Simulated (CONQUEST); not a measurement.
# TiB (Pnma) in CONQUEST: reference runs

How does TiB come out in PBEsol? The cell is run as given and disturbed.

Everything below comes from runs of CONQUEST 1.3. Logs are shortened: lines on timing, memory, paths and dates and some standing lists are left out, and cuts for length are marked.

**1. Starting point**

The structure is orthorhombic, space group Pnma (No. 62). The conventional cell has a = 6.120 Å, b = 3.060 Å, c = 4.560 Å, α = 90.00°, β = 90.00°, γ = 90.00°. Around Ti (site symmetry m) lie 7 B at 2.34 to 2.54 Å. B (site symmetry m) has 2 B at 1.83 Å as nearest neighbours.

**2. Single point, PBEsol**

File Conquest_input:

```
IO.Title TiB
IO.Coordinates coords.dat
IO.FractionalAtomicCoords T
IO.Iprint 2
IO.Iprint_init 1
General.NumberOfSpecies 2
General.PseudopotentialType hamann
AtomMove.TypeOfRun static
AtomMove.FullStress T
Grid.GridCutoff 150
DM.SolutionMethod diagon
Diag.MPMesh T
Diag.GammaCentred T
Diag.MPMeshX 9
Diag.MPMeshY 6
Diag.MPMeshZ 5
Diag.kT 0.00183747
minE.SCTolerance 1e-6
SC.MaxIters 100
IO.AtomChargeOutput T
IO.DumpChargeDensity T
IO.DumpESPot T
%block ChemicalSpeciesLabel
1 47.880 Ti
2 10.810 B
%endblock
```

File coords.dat:

```
    5.7825619414     0.0000000000     0.0000000000
    0.0000000000     8.6171511283     0.0000000000
    0.0000000000     0.0000000000    11.5651238827
8
  0.2500000000   0.3770000000   0.6770000000 1 T T T
  0.7500000000   0.6230000000   0.3230000000 1 T T T
  0.7500000000   0.8770000000   0.8230000000 1 T T T
  0.2500000000   0.1230000000   0.1770000000 1 T T T
  0.2500000000   0.8970000000   0.5290000000 2 T T T
  0.7500000000   0.1030000000   0.4710000000 2 T T T
  0.7500000000   0.3970000000   0.9710000000 2 T T T
  0.2500000000   0.6030000000   0.0290000000 2 T T T
```

Potentials or basis: PseudoDojo NC PBEsol, DZP, grid cutoff 150 Ha.

On the command line:

```sh
$ OMP_NUM_THREADS=1 Conquest
```

What it wrote:

```text
Simulation cell dimensions:     5.7826 a0 x     8.6172 a0 x    11.5651 a0

      Atomic coordinates (a0)
         Atom         X         Y         Z  Species
            1    1.4456    3.2487    7.8296        1
            2    4.3369    5.3685    3.7355        1
            3    4.3369    7.5572    9.5181        1
            4    1.4456    1.0599    2.0470        1
            5    1.4456    7.7296    6.1180        2
            6    4.3369    0.8876    5.4472        2
            7    4.3369    3.4210   11.2297        2
            8    1.4456    5.1961    0.3354        2

         Monkhorst-Pack mesh:   9 x   6 x   5 gamma-centred
        This calculation includes non-local pseudopotentials,
         with a maximum core radius of      8.22691935

    Job title: TiB
    Job to be run: static calculation

[... 5 lines left out ...]
      Using Fermi-Dirac smearing

    Integration grid size:     32 x   48 x   64

    Integration grid spacing:  0.181 a0 x 0.180 a0 x 0.181 a0

    Number of species:  2
    --------------------------------------------------------
    |   #  mass (au)  Charge (e)  SF Rad (a0)  NSF  Label  |
    --------------------------------------------------------
    |   1     47.880      12.000        8.493   19  Ti     |
    |   2     10.810       3.000        7.047   13  B      |
    --------------------------------------------------------
          SCF tolerance:                 0.00000100
          SCF iterations:               100

    LibXC version:  6. 2. 2
    Using the GGA functional Perdew, Burke & Ernzerhof SOL
    Using the GGA functional Perdew, Burke & Ernzerhof SOL

           radial cut-off to be used is taken to be max PAO cut-off radius for this species:    8.226919

           greatest ang. mom. for making density from PAOs:  2

           radial cut-off to be used is taken to be max PAO cut-off radius for this species:    6.814252

           greatest ang. mom. for making density from PAOs:  2
    Minimum blocs/proc is     1536. Maximum blocs/proc is     1536
    set_atom_dens: In set_atomic_density, electrons :      60.000000000000
 matrix_size & matrix_size_padH =          128         128

    Screened ion int: energy:    -187.960086780208 Ha

    new_SC_potl: Starting.  Tolerance:  0.10000E-05

    PulayMixSC: Starting Pulay mixing, A_up =  0.500 A_dn =  0.500
    PulayMixSC: Spin non-polarised calculation.
          Harris-Foulkes Energy            :      -249.323481788420906 Ha
          GroundState Energy (E-(1/2)TS)   :      -249.323958502157723 Ha
          Free Energy (E-TS)               :      -249.324435215894539 Ha
          DFT Total Energy                 :      -248.766687531747891 Ha
          Total number of electrons        :        60.000000000001066
    PulayMixSC: Pulay iteration     1 residual:              0.45441E-02
          Harris-Foulkes Energy            :      -249.272038629501822 Ha
          GroundState Energy (E-(1/2)TS)   :      -249.272749248493909 Ha
          Free Energy (E-TS)               :      -249.273459867486025 Ha
          DFT Total Energy                 :      -248.811548139872684 Ha
          Total number of electrons        :        60.000019717273574
    PulayMixSC: Pulay iteration     2 residual:              0.41639E-02
          Harris-Foulkes Energy            :      -249.163700617280369 Ha
          GroundState Energy (E-(1/2)TS)   :      -249.164312568463146 Ha
          Free Energy (E-TS)               :      -249.164924519645950 Ha
          DFT Total Energy                 :      -249.160947095971636 Ha
          Total number of electrons        :        60.000026909077633
    PulayMixSC: Pulay iteration     3 residual:              0.45606E-03
          Harris-Foulkes Energy            :      -249.162959025307856 Ha
          GroundState Energy (E-(1/2)TS)   :      -249.163588878222242 Ha
          Free Energy (E-TS)               :      -249.164218731136600 Ha
          DFT Total Energy                 :      -249.162255999692235 Ha
          Total number of electrons        :        60.000038954676945
    PulayMixSC: Pulay iteration     4 residual:              0.21042E-03
          Harris-Foulkes Energy            :      -249.162783366550883 Ha
          GroundState Energy (E-(1/2)TS)   :      -249.163409219255470 Ha
          Free Energy (E-TS)               :      -249.164035071960029 Ha
          DFT Total Energy                 :      -249.162760381803594 Ha
          Total number of electrons        :        60.000042445084944
    PulayMixSC: Pulay iteration     5 residual:              0.33296E-04
          Harris-Foulkes Energy            :      -249.162779548651287 Ha
          GroundState Energy (E-(1/2)TS)   :      -249.163404453744164 Ha
          Free Energy (E-TS)               :      -249.164029358837013 Ha
          DFT Total Energy                 :      -249.162778954767703 Ha
          Total number of electrons        :        60.000041725250490
    PulayMixSC: Pulay iteration     6 residual:              0.59282E-05
          Harris-Foulkes Energy            :      -249.162780380658717 Ha
          GroundState Energy (E-(1/2)TS)   :      -249.163405086656894 Ha
          Free Energy (E-TS)               :      -249.164029792655043 Ha
          DFT Total Energy                 :      -249.162780380268885 Ha
          Total number of electrons        :        60.000042356500209
    PulayMixSC: Pulay iteration     7 residual:              0.73746E-06
    PulayMixSC: Reached SCF tolerance of  0.73746E-06 after      7 iterations
      | Number of electrons      =        60.000042
      |* band energy as 2Tr[K.H] =       -68.800965149801698 Ha
      |  screened ion-ion energy =      -187.960086780208030 Ha
      |  Ha correction           =         2.440545428477954 Ha
      |  XC correction           =         5.157731627398660 Ha
      | GS Energy as E-(1/2)TS   =      -249.163405086656894 Ha
      | Free Energy as E-TS      =      -249.164029792655043 Ha
      |* Harris-Foulkes energy   =      -249.162780380658717 Ha
      |* DFT total energy        =      -249.162780380268885 Ha
      |  estimated accuracy      =        -0.000000000389832 Ha

    force: Forces on atoms (Ha/a0)
    force:  Atom   X              Y              Z
    force:     1  -0.0000000000   0.0000437272   0.0015835810
    force:     2  -0.0000000000  -0.0000437272  -0.0015835807
    force:     3  -0.0000000000   0.0000437272  -0.0015835810
    force:     4  -0.0000000000  -0.0000437272   0.0015835807
    force:     5  -0.0000000000   0.0045754079   0.0013632045
    force:     6  -0.0000000000  -0.0045754079  -0.0013632044
    force:     7  -0.0000000000   0.0045754079  -0.0013632045
    force:     8   0.0000000000  -0.0045754079   0.0013632044

    force: Maximum force :        0.00457541(Ha/a0) on atom         8 in y direction
    force: Force Residual:        0.00355685 Ha/a0
    force: Total stress:          4.45658163     0.00000000     0.00000000 GPa
                             0.00000000     3.76529689    -0.00000000
                             0.00000000    -0.00000000     4.47683867
    force: Average pressure:     -4.23290573 GPa

    force: Finished force
    get_E_and_F: Change in energy during last step of electronic optimisation: -0.83201E-06

    BIBLIOGRAPHY: Please consider citing the following references in the conquest.bib file

    CONQUEST:         Bowler2002pt, Miyazaki2004, Nakata2020
    Basis:            Bowler2019
    DM:               Bowler:2006xr
    Pseudopotentials: Hamann2013, Bowler2019
    XC references from LibXC:
```

It took 6.1 min on 1 thread of AMD EPYC 7R43 (Zen 3), shared host; peak memory 1.8 GiB.

What came out:

```yaml
Free_energy: -6780.0987 eV
Pressure: -4.2 GPa
Largest_force: 0.245 eV/Å
Band_gap_on_the_k_mesh: none (metal or under the smearing width)
Mulliken_charges: Ti +0.65; B -0.65 e
```

Forces on the atoms (eV/Å):
```
Ti   0.000  0.002  0.081
Ti   0.000 -0.002 -0.081
Ti   0.000  0.002 -0.081
Ti   0.000 -0.002  0.081
B    0.000  0.235  0.070
B    0.000 -0.235 -0.070
B    0.000  0.235 -0.070
B    0.000 -0.235  0.070
```

Caveat: Mulliken charges move with the basis; the basis of atomic orbitals isn't converged, which shifts pressures, moduli and gaps.

**3. Single point, PBEsol (atoms moved at random, drawn with an rms of 0.05 Å)**

Conquest_input, as its differences from that of step 2:

```diff
@@ -20,4 +20,2 @@
 IO.AtomChargeOutput T
-IO.DumpChargeDensity T
-IO.DumpESPot T
 %block ChemicalSpeciesLabel
```

File coords.dat:

```
    5.7825619414     0.0000000000     0.0000000000
    0.0000000000     8.6171511283     0.0000000000
    0.0000000000     0.0000000000    11.5651238827
8
  0.2635190000   0.3770280000   0.6811240000 1 T T T
  0.7510630000   0.6170450000   0.3262720000 1 T T T
  0.7557000000   0.8795260000   0.8193750000 1 T T T
  0.2437570000   0.1296620000   0.1714830000 1 T T T
  0.2372680000   0.8998730000   0.5282620000 2 T T T
  0.7573980000   0.0979250000   0.4758390000 2 T T T
  0.7555140000   0.4007100000   0.9634040000 2 T T T
  0.2456740000   0.5974350000   0.0315590000 2 T T T
```

Potentials or basis: PseudoDojo NC PBEsol, DZP, grid cutoff 150 Ha.

On the command line:

```sh
$ OMP_NUM_THREADS=1 Conquest
```

What it wrote:

```text
Simulation cell dimensions:     5.7826 a0 x     8.6172 a0 x    11.5651 a0

      Atomic coordinates (a0)
         Atom         X         Y         Z  Species
            1    1.5238    3.2489    7.8773        1
            2    4.3431    5.3172    3.7734        1
            3    4.3699    7.5790    9.4762        1
            4    1.4095    1.1173    1.9832        1
            5    1.3720    7.7543    6.1094        2
            6    4.3797    0.8438    5.5031        2
            7    4.3688    3.4530   11.1419        2
            8    1.4206    5.1482    0.3650        2

         Monkhorst-Pack mesh:   9 x   6 x   5 gamma-centred
        This calculation includes non-local pseudopotentials,
         with a maximum core radius of      8.22691935

    Job title: TiB
    Job to be run: static calculation

    Ground state search:
      Support functions represented with PAO basis
      1:1 PAO to SF mapping
      Non-spin-polarised electrons
      Solving for the K matrix using diagonalisation
      Using Fermi-Dirac smearing

    Integration grid size:     32 x   48 x   64

    Integration grid spacing:  0.181 a0 x 0.180 a0 x 0.181 a0

    Number of species:  2
    --------------------------------------------------------
    |   #  mass (au)  Charge (e)  SF Rad (a0)  NSF  Label  |
    --------------------------------------------------------
    |   1     47.880      12.000        8.493   19  Ti     |
    |   2     10.810       3.000        7.047   13  B      |
    --------------------------------------------------------
          SCF tolerance:                 0.00000100
          SCF iterations:               100

    LibXC version:  6. 2. 2
    Using the GGA functional Perdew, Burke & Ernzerhof SOL
    Using the GGA functional Perdew, Burke & Ernzerhof SOL

           radial cut-off to be used is taken to be max PAO cut-off radius for this species:    8.226919

           greatest ang. mom. for making density from PAOs:  2

           radial cut-off to be used is taken to be max PAO cut-off radius for this species:    6.814252

           greatest ang. mom. for making density from PAOs:  2
    Minimum blocs/proc is     1536. Maximum blocs/proc is     1536
    set_atom_dens: In set_atomic_density, electrons :      60.000000000000
 matrix_size & matrix_size_padH =          128         128

    Screened ion int: energy:    -187.923629653903 Ha

    new_SC_potl: Starting.  Tolerance:  0.10000E-05

    PulayMixSC: Starting Pulay mixing, A_up =  0.500 A_dn =  0.500
    PulayMixSC: Spin non-polarised calculation.
          Harris-Foulkes Energy            :      -249.323547575211677 Ha
          GroundState Energy (E-(1/2)TS)   :      -249.324055888927887 Ha
          Free Energy (E-TS)               :      -249.324564202644126 Ha
          DFT Total Energy                 :      -248.750642444910113 Ha
          Total number of electrons        :        59.999999999998749
    PulayMixSC: Pulay iteration     1 residual:              0.45733E-02
          Harris-Foulkes Energy            :      -249.283502620122562 Ha
          GroundState Energy (E-(1/2)TS)   :      -249.284269896103638 Ha
          Free Energy (E-TS)               :      -249.285037172084714 Ha
          DFT Total Energy                 :      -248.581516976290146 Ha
          Total number of electrons        :        60.000018328418768
    PulayMixSC: Pulay iteration     2 residual:              0.46771E-02
          Harris-Foulkes Energy            :      -249.260271594431799 Ha
          GroundState Energy (E-(1/2)TS)   :      -249.261054257584277 Ha
          Free Energy (E-TS)               :      -249.261836920736783 Ha
          DFT Total Energy                 :      -247.897797280378683 Ha
          Total number of electrons        :        60.000024819672888
[... 70 lines left out ...]
          DFT Total Energy                 :      -249.159185774135722 Ha
          Total number of electrons        :        60.000040354987888
    PulayMixSC: Pulay iteration    15 residual:              0.32571E-05
          Harris-Foulkes Energy            :      -249.159186596767881 Ha
          GroundState Energy (E-(1/2)TS)   :      -249.159807673402241 Ha
          Free Energy (E-TS)               :      -249.160428750036630 Ha
          DFT Total Energy                 :      -249.159186150134701 Ha
          Total number of electrons        :        60.000040606738139
    PulayMixSC: Pulay iteration    16 residual:              0.28128E-05
          Harris-Foulkes Energy            :      -249.159186666879606 Ha
          GroundState Energy (E-(1/2)TS)   :      -249.159807821692056 Ha
          Free Energy (E-TS)               :      -249.160428976504477 Ha
          DFT Total Energy                 :      -249.159186635671460 Ha
          Total number of electrons        :        60.000040607662434
    PulayMixSC: Pulay iteration    17 residual:              0.71411E-06
    PulayMixSC: Reached SCF tolerance of  0.71411E-06 after     17 iterations
      | Number of electrons      =        60.000041
      |* band energy as 2Tr[K.H] =       -68.815373807726971 Ha
      |  screened ion-ion energy =      -187.923629653902822 Ha
      |  Ha correction           =         2.419371071017493 Ha
      |  XC correction           =         5.160449088272435 Ha
      | GS Energy as E-(1/2)TS   =      -249.159807821692056 Ha
      | Free Energy as E-TS      =      -249.160428976504477 Ha
      |* Harris-Foulkes energy   =      -249.159186666879606 Ha
      |* DFT total energy        =      -249.159186635671460 Ha
      |  estimated accuracy      =        -0.000000031208145 Ha

    force: Forces on atoms (Ha/a0)
    force:  Atom   X              Y              Z
    force:     1  -0.0090758461  -0.0002260600  -0.0080600084
    force:     2  -0.0018263240   0.0063400984  -0.0068675849
    force:     3  -0.0050842305  -0.0042825664   0.0067895459
    force:     4   0.0068325351  -0.0124227248   0.0118294784
    force:     5   0.0183311241  -0.0006028635   0.0014318271
    force:     6  -0.0117617548   0.0028803833  -0.0117591135
    force:     7  -0.0045619716   0.0017408592   0.0094389090
    force:     8   0.0069497517   0.0063685461  -0.0028208257

    force: Maximum force :        0.01833112(Ha/a0) on atom         5 in x direction
    force: Force Residual:        0.01370410 Ha/a0
    force: Total stress:          3.99231080     0.59291888    -0.37967944 GPa
                             0.59291888     2.34294242     0.43768597
                            -0.37967944     0.43768597     4.25378160
    force: Average pressure:     -3.52967827 GPa

    force: Finished force
    get_E_and_F: Change in energy during last step of electronic optimisation: -0.70112E-07

    BIBLIOGRAPHY: Please consider citing the following references in the conquest.bib file

    CONQUEST:         Bowler2002pt, Miyazaki2004, Nakata2020
    Basis:            Bowler2019
    DM:               Bowler:2006xr
    Pseudopotentials: Hamann2013, Bowler2019
    XC references from LibXC:
```

Wall time 12 min (1 thread of AMD EPYC 7R43 (Zen 3), shared host); peak memory 1.8 GiB.

What came out:

- Free energy: -6780.0007 eV
- Pressure: -3.5 GPa
- Largest force: 0.949 eV/Å
- Band gap on the k mesh: none (metal or under the smearing width)
- Mulliken charges: Ti +0.64, +0.62, +0.63; B -0.61, -0.67, -0.63 e

Forces on the atoms (eV/Å):
```
Ti  -0.467 -0.012 -0.414
Ti  -0.094  0.326 -0.353
Ti  -0.261 -0.220  0.349
Ti   0.351 -0.639  0.608
B    0.943 -0.031  0.074
B   -0.605  0.148 -0.605
B   -0.235  0.090  0.485
B    0.357  0.327 -0.145
```

Caveat: Mulliken charges move with the basis; the basis of atomic orbitals isn't converged, which shifts pressures, moduli and gaps.
